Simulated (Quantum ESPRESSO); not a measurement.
# TePt (P6_3/mmc) in Quantum ESPRESSO: a series of runs

One crystal, TePt, is run at these levels: LDA, r2SCAN; tasks: band structure.

All numbers are computed with Quantum ESPRESSO 7.5; they aren't measurements. Logs are shortened: lines on timing, memory, paths and dates and some standing lists are left out, and cuts for length are marked.

**1. Starting point**

Symmetry: P6_3/mmc, No. 194, hexagonal system. Conventional cell: a = 4.263 Å, b = 4.263 Å, c = 5.662 Å, α = 90.00°, β = 90.00°, γ = 120.00°. Around Pt (site symmetry -3m) lie 2 Pt at 2.83 Å and 6 Te at 2.84 Å. Around Te (site symmetry -6m2) lie 6 Pt at 2.84 Å.

Measurements of this composition are mostly on another form, of space group No. 166.

**2. Band structure, LDA**

The input, pw.in:

```
&CONTROL
  calculation = 'scf'
  prefix = 'pwscf'
  outdir = './tmp'
  pseudo_dir = './pseudo'
  tprnfor = .true.
  tstress = .true.
  disk_io = 'low'
/
&SYSTEM
  ibrav = 0
  celldm(1) = 8
  nat = 4
  ntyp = 2
  ecutwfc = 45
  ecutrho = 360
  nbnd = 31
  occupations = 'smearing'
  smearing = 'fd'
  degauss = 0.00367493
/
&ELECTRONS
  conv_thr = 8d-10
  electron_maxstep = 120
  mixing_beta = 0.5
/
ATOMIC_SPECIES
Pt   195.0840 pt_lda_v1.4.uspp.F.UPF
Te   127.6000 te_lda_v1.uspp.F.UPF
CELL_PARAMETERS alat
  1.0069594245956   0.0000000000000   0.0000000000000
 -0.5034797122978   0.8720524422717   0.0000000000000
  0.0000000000000   0.0000000000000   1.3373995712936
ATOMIC_POSITIONS crystal
Pt     0.0000000000    0.0000000000    0.0000000000
Pt     0.0000000000    0.0000000000    0.5000000000
Te     0.3333333333    0.6666666667    0.2500000000
Te     0.6666666667    0.3333333333    0.7500000000
K_POINTS automatic
7 7 5 0 0 0
```

The input, bands.in:

```
&CONTROL
  calculation = 'bands'
  prefix = 'pwscf'
  outdir = './tmp'
  pseudo_dir = './pseudo'
  disk_io = 'low'
  verbosity = 'high'
/
&SYSTEM
  ibrav = 0
  celldm(1) = 8
  nat = 4
  ntyp = 2
  ecutwfc = 45
  ecutrho = 360
  nbnd = 31
  occupations = 'smearing'
  smearing = 'fd'
  degauss = 0.00367493
/
&ELECTRONS
  conv_thr = 1d-08
  electron_maxstep = 120
  mixing_beta = 0.5
  diago_full_acc = .true.
  startingwfc = 'random'
/
ATOMIC_SPECIES
Pt   195.0840 pt_lda_v1.4.uspp.F.UPF
Te   127.6000 te_lda_v1.uspp.F.UPF
CELL_PARAMETERS alat
  1.0069594245956   0.0000000000000   0.0000000000000
 -0.5034797122978   0.8720524422717   0.0000000000000
  0.0000000000000   0.0000000000000   1.3373995712936
ATOMIC_POSITIONS crystal
Pt     0.0000000000    0.0000000000    0.0000000000
Pt     0.0000000000    0.0000000000    0.5000000000
Te     0.3333333333    0.6666666667    0.2500000000
Te     0.6666666667    0.3333333333    0.7500000000
K_POINTS crystal
60
 0.0000000000  0.0000000000  0.0000000000 1
 0.0714285714  0.0000000000  0.0000000000 1
 0.1428571429  0.0000000000  0.0000000000 1
 0.2142857143  0.0000000000  0.0000000000 1
 0.2857142857  0.0000000000  0.0000000000 1
 0.3571428571  0.0000000000  0.0000000000 1
 0.4285714286  0.0000000000  0.0000000000 1
 0.5000000000  0.0000000000  0.0000000000 1
 0.4583333333  0.0833333333  0.0000000000 1
 0.4166666667  0.1666666667  0.0000000000 1
 0.3750000000  0.2500000000  0.0000000000 1
 0.3333333333  0.3333333333  0.0000000000 1
 0.2962962963  0.2962962963  0.0000000000 1
 0.2592592593  0.2592592593  0.0000000000 1
 0.2222222222  0.2222222222  0.0000000000 1
 0.1851851852  0.1851851852  0.0000000000 1
 0.1481481481  0.1481481481  0.0000000000 1
 0.1111111111  0.1111111111  0.0000000000 1
 0.0740740741  0.0740740741  0.0000000000 1
 0.0370370370  0.0370370370  0.0000000000 1
 0.0000000000  0.0000000000  0.0000000000 1
 0.0000000000  0.0000000000  0.1000000000 1
 0.0000000000  0.0000000000  0.2000000000 1
 0.0000000000  0.0000000000  0.3000000000 1
 0.0000000000  0.0000000000  0.4000000000 1
 0.0000000000  0.0000000000  0.5000000000 1
 0.0625000000  0.0000000000  0.5000000000 1
 0.1250000000  0.0000000000  0.5000000000 1
 0.1875000000  0.0000000000  0.5000000000 1
 0.2500000000  0.0000000000  0.5000000000 1
 0.3125000000  0.0000000000  0.5000000000 1
 0.3750000000  0.0000000000  0.5000000000 1
 0.4375000000  0.0000000000  0.5000000000 1
 0.5000000000  0.0000000000  0.5000000000 1
 0.4583333333  0.0833333333  0.5000000000 1
 0.4166666667  0.1666666667  0.5000000000 1
 0.3750000000  0.2500000000  0.5000000000 1
 0.3333333333  0.3333333333  0.5000000000 1
 0.3000000000  0.3000000000  0.5000000000 1
 0.2666666667  0.2666666667  0.5000000000 1
 0.2333333333  0.2333333333  0.5000000000 1
 0.2000000000  0.2000000000  0.5000000000 1
 0.1666666667  0.1666666667  0.5000000000 1
 0.1333333333  0.1333333333  0.5000000000 1
 0.1000000000  0.1000000000  0.5000000000 1
 0.0666666667  0.0666666667  0.5000000000 1
 0.0333333333  0.0333333333  0.5000000000 1
 0.0000000000  0.0000000000  0.5000000000 1
 0.5000000000  0.0000000000  0.5000000000 1
 0.5000000000  0.0000000000  0.4000000000 1
 0.5000000000  0.0000000000  0.3000000000 1
 0.5000000000  0.0000000000  0.2000000000 1
 0.5000000000  0.0000000000  0.1000000000 1
 0.5000000000  0.0000000000  0.0000000000 1
 0.3333333333  0.3333333333  0.0000000000 1
 0.3333333333  0.3333333333  0.1000000000 1
 0.3333333333  0.3333333333  0.2000000000 1
 0.3333333333  0.3333333333  0.3000000000 1
 0.3333333333  0.3333333333  0.4000000000 1
 0.3333333333  0.3333333333  0.5000000000 1
```

Potentials or basis: GBRV 1.5 LDA.

The run is started by

```console
> OMP_NUM_THREADS=1 mpirun -n 2 pw.x -nk 2 -in pw.in > pw.out
> OMP_NUM_THREADS=1 mpirun -n 2 pw.x -nk 2 -in bands.in > bands.out
```

pw.out:

```text
This program is part of the open-source Quantum ESPRESSO suite
     for quantum simulation of materials; please cite
         "P. Giannozzi et al., J. Phys.:Condens. Matter 21 395502 (2009);
         "P. Giannozzi et al., J. Phys.:Condens. Matter 29 465901 (2017);
         "P. Giannozzi et al., J. Chem. Phys. 152 154105 (2020);
     in publications or presentations arising from this work. More details at

     Message from routine setup:
     using ibrav=0 with symmetry is DISCOURAGED, use correct ibrav instead

     K-points division:     npool     =       2
     Subspace diagonalization in iterative solution of the eigenvalue problem:
     a serial algorithm will be used

     G-vector sticks info
     --------------------
     sticks:   dense  smooth     PW     G-vecs:    dense   smooth      PW
     Sum        1615     805    241                69359    24537    3877

     Using Slab Decomposition

     bravais-lattice index     =            0
     lattice parameter (alat)  =       8.0000  a.u.
     unit-cell volume          =     601.2924 (a.u.)^3
     number of atoms/cell      =            4
     number of atomic types    =            2
     number of electrons       =        44.00
     number of Kohn-Sham states=           31
     kinetic-energy cutoff     =      45.0000  Ry
     charge density cutoff     =     360.0000  Ry
     scf convergence threshold =      8.0E-10
     mixing beta               =       0.5000
     number of iterations used =            8  plain     mixing
     Exchange-correlation= SLA  PZ   NOGX NOGC
                           (   1   1   0   0   0   0   0)

     celldm(1)=   8.000000  celldm(2)=   0.000000  celldm(3)=   0.000000
     celldm(4)=   0.000000  celldm(5)=   0.000000  celldm(6)=   0.000000

     crystal axes: (cart. coord. in units of alat)
               a(1) = (   1.006959   0.000000   0.000000 )
               a(2) = (  -0.503480   0.872052   0.000000 )
               a(3) = (   0.000000   0.000000   1.337400 )

     reciprocal axes: (cart. coord. in units 2 pi/alat)
               b(1) = (  0.993089  0.573360 -0.000000 )
               b(2) = (  0.000000  1.146720  0.000000 )
               b(3) = (  0.000000 -0.000000  0.747720 )

     PseudoPot. # 1 for Pt read from file:
     pt_lda_v1.4.uspp.F.UPF
     Pseudo is Ultrasoft + core correction, Zval = 16.0
     Generated by new atomic code, or converted to UPF format
     Using radial grid of  985 points,  6 beta functions with:
                l(1) =   0
                l(2) =   0
                l(3) =   1
                l(4) =   1
                l(5) =   2
                l(6) =   2
     Q(r) pseudized with  8 coefficients,  rinner =    1.300   1.300   1.300
                                                       1.300   1.300

     PseudoPot. # 2 for Te read from file:
     te_lda_v1.uspp.F.UPF
     Pseudo is Ultrasoft + core correction, Zval =  6.0
     Generated by new atomic code, or converted to UPF format
     Using radial grid of  891 points,  5 beta functions with:
                l(1) =   0
                l(2) =   0
                l(3) =   1
                l(4) =   1
                l(5) =   2
     Q(r) pseudized with  6 coefficients,  rinner =    1.800   1.800   1.800
                                                       1.800   1.800

     atomic species   valence    mass     pseudopotential
     Pt               16.00   195.08400     Pt( 1.00)
     Te                6.00   127.60000     Te( 1.00)

     24 Sym. Ops., with inversion, found (12 have fractional translation)

   Cartesian axes

     site n.     atom                  positions (alat units)
         1        Pt     tau(   1) = (   0.0000000   0.0000000   0.0000000  )
         2        Pt     tau(   2) = (   0.0000000   0.0000000   0.6686998  )
         3        Te     tau(   3) = (  -0.0000000   0.5813683   0.3343499  )
         4        Te     tau(   4) = (   0.5034797   0.2906841   1.0030497  )

     number of k points=    24  Fermi-Dirac smearing, width (Ry)=  0.0037
                       cart. coord. in units 2pi/alat
        k(    1) = (   0.0000000   0.0000000   0.0000000), wk =   0.0081633
        k(    2) = (   0.0000000   0.0000000   0.1495439), wk =   0.0163265
        k(    3) = (   0.0000000   0.0000000   0.2990879), wk =   0.0163265
        k(    4) = (   0.0000000   0.1638171   0.0000000), wk =   0.0489796
        k(    5) = (   0.0000000   0.1638171   0.1495439), wk =   0.0979592
        k(    6) = (   0.0000000   0.1638171   0.2990879), wk =   0.0979592
[... 16 lines left out ...]
        k(   23) = (   0.2837396   0.4914514   0.1495439), wk =   0.0979592
        k(   24) = (   0.2837396   0.4914514   0.2990879), wk =   0.0979592

     Dense  grid:    69359 G-vectors     FFT dimensions: (  50,  50,  72)

     Smooth grid:    24537 G-vectors     FFT dimensions: (  36,  36,  48)

     Initial potential from superposition of free atoms

     starting charge      42.9996, renormalised to      44.0000

     negative rho (up, down):  3.658E-01 0.000E+00
     Starting wfcs are   32 randomized atomic wfcs

     Self-consistent Calculation

     iteration #  1     ecut=    45.00 Ry     beta= 0.50
     Davidson diagonalization with overlap
     ethr =  1.00E-02,  avg # of iterations =  5.9

     negative rho (up, down):  3.396E-01 0.000E+00

     total energy              =    -473.47379003 Ry
     estimated scf accuracy    <       2.78651305 Ry

     iteration #  2     ecut=    45.00 Ry     beta= 0.50
     Davidson diagonalization with overlap
     ethr =  6.33E-03,  avg # of iterations =  2.0

     negative rho (up, down):  3.464E-01 0.000E+00

     total energy              =    -474.37111172 Ry
     estimated scf accuracy    <       2.56718866 Ry

     iteration #  3     ecut=    45.00 Ry     beta= 0.50
     Davidson diagonalization with overlap
     ethr =  5.83E-03,  avg # of iterations =  1.5

     negative rho (up, down):  3.435E-01 0.000E+00

     total energy              =    -474.71785875 Ry
     estimated scf accuracy    <       0.02859404 Ry

     iteration #  4     ecut=    45.00 Ry     beta= 0.50
     Davidson diagonalization with overlap
     ethr =  6.50E-05,  avg # of iterations =  3.8
[... 46 lines left out ...]
     negative rho (up, down):  3.438E-01 0.000E+00

     total energy              =    -474.73214253 Ry
     estimated scf accuracy    <       0.00000002 Ry

     iteration # 10     ecut=    45.00 Ry     beta= 0.50
     Davidson diagonalization with overlap
     ethr =  4.07E-11,  avg # of iterations =  2.0

     negative rho (up, down):  3.438E-01 0.000E+00

     total energy              =    -474.73214254 Ry
     estimated scf accuracy    <          3.6E-09 Ry

     iteration # 11     ecut=    45.00 Ry     beta= 0.50
     Davidson diagonalization with overlap
     ethr =  8.22E-12,  avg # of iterations =  2.0

     negative rho (up, down):  3.438E-01 0.000E+00

     End of self-consistent calculation

          k = 0.0000 0.0000 0.0000 (  3089 PWs)   bands (ev):

   -40.1864 -40.0489 -40.0489 -40.0300 -40.0300 -39.9847  -1.2223   1.2296
     5.6531   6.7645   6.7645   7.3967   8.6953   8.6953   9.3646   9.3646
    10.7648  10.7648  10.9861  10.9861  12.7135  13.0582  13.8315  14.3325
    14.6548  14.6548  17.1999  17.1999  20.3019  20.3019  20.8953

          k = 0.0000 0.0000 0.1495 (  3077 PWs)   bands (ev):

   -40.1673 -40.0471 -40.0471 -40.0318 -40.0318 -40.0042  -1.0624   0.8462
     6.2254   6.9166   6.9166   7.6691   8.8243   8.8243   8.8761   8.8761
    10.2483  10.2483  11.4604  11.8771  11.8771  12.0170  14.4779  14.4779
    14.9410  15.1546  17.3794  17.3794  19.0613  19.6182  19.6182

          k = 0.0000 0.0000 0.2991 (  3071 PWs)   bands (ev):

   -40.1173 -40.0550 -40.0424 -40.0424 -40.0366 -40.0366  -0.6018   0.0920
     7.3606   7.3606   7.4711   8.0533   8.0533   8.2071   9.1869   9.1869
     9.7042   9.7042  10.0845  10.5398  12.9888  12.9888  13.9169  13.9169
    16.0713  16.1973  17.8550  17.8550  18.1900  18.6039  18.6039

          k = 0.0000 0.1638 0.0000 (  3081 PWs)   bands (ev):

   -40.1863 -40.0493 -40.0490 -40.0303 -40.0301 -39.9847  -1.0348   1.1398
     5.9132   6.8275   6.9968   7.2349   8.3531   8.5779   9.0599   9.4551
    10.0976  10.7155  10.7605  10.9052  12.8623  13.1416  13.3023  14.4182
    15.1355  15.5407  17.4521  17.9016  18.1168  19.2940  19.7708

          k = 0.0000 0.1638 0.1495 (  3078 PWs)   bands (ev):
[... 118 lines left out ...]
          k = 0.2837 0.4915 0.0000 (  3045 PWs)   bands (ev):

   -40.1860 -40.0505 -40.0500 -40.0312 -40.0308 -39.9846   0.3590   0.6154
     5.0986   6.7703   6.8771   8.0105   8.1174   8.3301   9.1637   9.5449
     9.8610  10.0503  10.6390  10.6932  11.1202  12.1827  12.2431  12.3393
    14.9789  16.8357  18.9440  19.2561  20.0519  20.6383  22.1426

          k = 0.2837 0.4915 0.1495 (  3056 PWs)   bands (ev):

   -40.1669 -40.0487 -40.0482 -40.0331 -40.0326 -40.0040   0.3943   0.6029
     5.3415   6.7888   6.7955   7.8077   8.0394   8.5496   8.7922   9.6072
     9.7295  10.2168  10.4583  10.6020  10.8046  11.5402  12.7571  13.5026
    15.3385  16.7900  18.7773  19.0786  19.4792  20.8078  21.2156

          k = 0.2837 0.4915 0.2991 (  3053 PWs)   bands (ev):

   -40.1170 -40.0547 -40.0438 -40.0434 -40.0379 -40.0375   0.4769   0.5573
     5.9711   6.5415   6.8713   7.2905   8.0550   8.2575   9.0617   9.6050
     9.6868   9.8583  10.2408  10.3422  10.8006  11.0986  13.9824  14.7011
    16.0753  16.3710  17.7199  18.4207  20.0900  20.2267  21.1165

     the Fermi energy is    12.5705 ev

!    total energy              =    -474.73214254 Ry
     estimated scf accuracy    <          2.7E-11 Ry
     smearing contrib. (-TS)   =      -0.00162747 Ry
     internal energy E=F+TS    =    -474.73051507 Ry

     The total energy is F=E-TS. E is the sum of the following terms:
     one-electron contribution =    -150.99530287 Ry
     hartree contribution      =     101.38341415 Ry
     xc contribution           =    -142.46253025 Ry
     ewald contribution        =    -282.65609610 Ry

     convergence has been achieved in  11 iterations

     negative rho (up, down):  3.438E-01 0.000E+00

     Forces acting on atoms (cartesian axes, Ry/au):

     atom    1 type  1   force =    -0.00000000   -0.00000000    0.00000000
     atom    2 type  1   force =     0.00000000   -0.00000000   -0.00000000
     atom    3 type  2   force =    -0.00000000   -0.00000000    0.00000000
     atom    4 type  2   force =     0.00000000    0.00000000    0.00000000

     Total force =     0.000000     Total SCF correction =     0.000000

     Computing stress (Cartesian axis) and pressure

     negative rho (up, down):  3.438E-01 0.000E+00
          total   stress  (Ry/bohr**3)                   (kbar)     P=      -64.84
  -0.00038676   0.00000000   0.00000000          -56.89        0.00        0.00
   0.00000000  -0.00038676   0.00000000            0.00      -56.89        0.00
   0.00000000  -0.00000000  -0.00054883            0.00       -0.00      -80.74

=------------------------------------------------------------------------------=
   JOB DONE.
=------------------------------------------------------------------------------=
```

Run time: 89 s. Hardware: 2 MPI ranks of Arm Neoverse V1, shared host; peak memory 0.4 GiB.

Results:

| Item | Value |
| --- | --- |
| Free energy | -6459.0598 eV |
| Pressure | -6.5 GPa |
| Band gap on the k mesh | none (metal or under the smearing width) |

Stress tensor (GPa, compression positive):
```
-5.69  0.00  0.00
 0.00 -5.69  0.00
 0.00  0.00 -8.07
```

Levels at the corners of the path, in eV from the Fermi level:
| point | band 20 | band 21 | band 22 | band 23 | band 24 | band 25 |
| --- | --- | --- | --- | --- | --- | --- |
| Γ | -1.58 | 0.14 | 0.49 | 1.26 | 1.76 | 2.08 |
| M | -1.97 | -1.82 | -1.57 | 1.24 | 2.35 | 3.40 |
| K | -1.91 | -1.01 | -1.01 | -0.42 | -0.42 | 2.35 |
| Γ | -1.58 | 0.14 | 0.49 | 1.26 | 1.76 | 2.08 |
| A | -2.53 | 0.92 | 0.92 | 0.92 | 0.92 | 3.78 |
| L | -2.72 | -0.40 | -0.40 | 0.36 | 0.36 | 2.42 |
| H | -2.17 | -1.80 | -1.80 | 2.28 | 2.28 | 3.89 |
| A | -2.53 | 0.92 | 0.92 | 0.92 | 0.92 | 3.78 |
| L | -2.72 | -0.40 | -0.40 | 0.36 | 0.36 | 2.42 |
| M | -1.97 | -1.82 | -1.57 | 1.24 | 2.35 | 3.40 |
| K | -1.91 | -1.01 | -1.01 | -0.42 | -0.42 | 2.35 |
| H | -2.17 | -1.80 | -1.80 | 2.28 | 2.28 | 3.89 |

Caveat: spin-orbit coupling is left out, which moves the levels of the heavy elements.

**3. Band structure, r2SCAN**

Edit pw.in of step 2 so:

```diff
@@ -14,5 +14,5 @@
   ntyp = 2
-  ecutwfc = 45
-  ecutrho = 360
-  nbnd = 31
+  ecutwfc = 70
+  nbnd = 45
+  input_dft = 'r2scan'
   occupations = 'smearing'
@@ -20,5 +20,6 @@
   degauss = 0.00367493
+  nosym = .true.
 /
 &ELECTRONS
-  conv_thr = 8d-10
+  conv_thr = 1d-08
   electron_maxstep = 120
@@ -27,4 +28,4 @@
 ATOMIC_SPECIES
-Pt   195.0840 pt_lda_v1.4.uspp.F.UPF
-Te   127.6000 te_lda_v1.uspp.F.UPF
+Pt   195.0840 Pt_ONCV_PBE-1.2.upf
+Te   127.6000 Te_ONCV_PBE-1.2.upf
 CELL_PARAMETERS alat
@@ -39,2 +40,2 @@
 K_POINTS automatic
-7 7 5 0 0 0
+5 5 4 0 0 0
```

Edit bands.in of step 2 so:

```diff
@@ -13,5 +13,5 @@
   ntyp = 2
-  ecutwfc = 45
-  ecutrho = 360
-  nbnd = 31
+  ecutwfc = 70
+  nbnd = 45
+  input_dft = 'r2scan'
   occupations = 'smearing'
@@ -19,2 +19,3 @@
   degauss = 0.00367493
+  nosym = .true.
 /
@@ -28,4 +29,4 @@
 ATOMIC_SPECIES
-Pt   195.0840 pt_lda_v1.4.uspp.F.UPF
-Te   127.6000 te_lda_v1.uspp.F.UPF
+Pt   195.0840 Pt_ONCV_PBE-1.2.upf
+Te   127.6000 Te_ONCV_PBE-1.2.upf
 CELL_PARAMETERS alat
```

Potentials or basis: SG15 PBE 1.2.

The run is started by

```console
> OMP_NUM_THREADS=1 mpirun -n 2 pw.x -nk 2 -in pw.in > pw.out
> OMP_NUM_THREADS=1 mpirun -n 2 pw.x -nk 2 -in bands.in > bands.out
```

It took 14 min on 2 MPI ranks of Arm Neoverse V1, shared host; peak memory 0.46 GiB.

The run converged. Its results:

| Item | Value |
| --- | --- |
| Free energy | -11335.2636 eV |
| Pressure | -2.4 GPa |
| Band gap on the k mesh | none (metal or under the smearing width) |

Stress tensor (GPa, compression positive):
```
-2.38  0.00  0.00
 0.00 -2.38  0.00
 0.00  0.00 -2.50
```

Levels at the corners of the path, in eV from the Fermi level:
```
point  band 30  band 31  band 32  band 33  band 34  band 35  band 36  band 37  band 38  band 39
    Γ    -1.97    -1.83    -1.83    -0.10     0.46     1.30     2.11     2.11     2.12     5.05
    M    -2.84    -2.54    -2.16    -1.98    -1.67     1.23     2.35     3.77     3.82     3.99
    K    -2.68    -2.08    -2.08    -1.08    -1.08    -0.45    -0.45     2.50     4.63     7.25
    Γ    -1.97    -1.83    -1.83    -0.10     0.46     1.30     2.11     2.11     2.12     5.05
    A    -3.32    -2.67    -2.67     0.85     0.85     0.85     0.85     3.89     3.89     6.03
    L    -2.93    -2.92    -2.92    -0.44    -0.44     0.32     0.32     2.53     2.53     7.37
    H    -3.15    -2.28    -2.28    -2.00    -2.00     2.25     2.25     4.01     4.01     5.39
    A    -3.32    -2.67    -2.67     0.85     0.85     0.85     0.85     3.89     3.89     6.03
    L    -2.93    -2.92    -2.92    -0.44    -0.44     0.32     0.32     2.53     2.53     7.37
    M    -2.84    -2.54    -2.16    -1.98    -1.67     1.23     2.35     3.77     3.82     3.99
    K    -2.68    -2.08    -2.08    -1.08    -1.08    -0.45    -0.45     2.50     4.63     7.25
    H    -3.15    -2.28    -2.28    -2.00    -2.00     2.25     2.25     4.01     4.01     5.39
```

Caveat: the k mesh is coarse; the potentials were made for another functional, which shifts forces and pressure; spin-orbit coupling is left out, which moves the levels of the heavy elements.

**4. The reference run**

An earlier run on the cell as given: functional PBEsol; potentials or basis GBRV 1.5 PBEsol; cutoff 612 eV; density cutoff 4898 eV; k mesh 7 × 7 × 5; occupations fermi-dirac, width 0.05 eV; no spin polarisation.

- Pressure: -4.2 GPa
- Band gap on the k mesh: none (metal or under the smearing width)

**5. Summary**

```csv
task,level,potentials or basis,k mesh,cutoff (eV),form of the LDA correlation,SCF threshold,symmetry,gap on the mesh (eV),pressure (GPa)
band structure,LDA,GBRV 1.5 LDA,7 × 7 × 5,612,PZ81,8e-10 Ry,-,none,-6.5
band structure,r2SCAN,SG15 PBE 1.2,5 × 5 × 4,952,-,1e-08 Ry,off,none,-2.4
single point,PBEsol,GBRV 1.5 PBEsol,7 × 7 × 5,612,-,8e-10 Ry,-,none,-4.2
```

Alike in all rows: no spin polarisation; cell as given; smearing fermi-dirac 0.05 eV.

Caveats: spin-orbit coupling is left out, which moves the levels of the heavy elements (some runs); the potentials were made for another functional, which shifts forces and pressure (some runs).

Absolute energies hang on the potentials; compare differences alone.
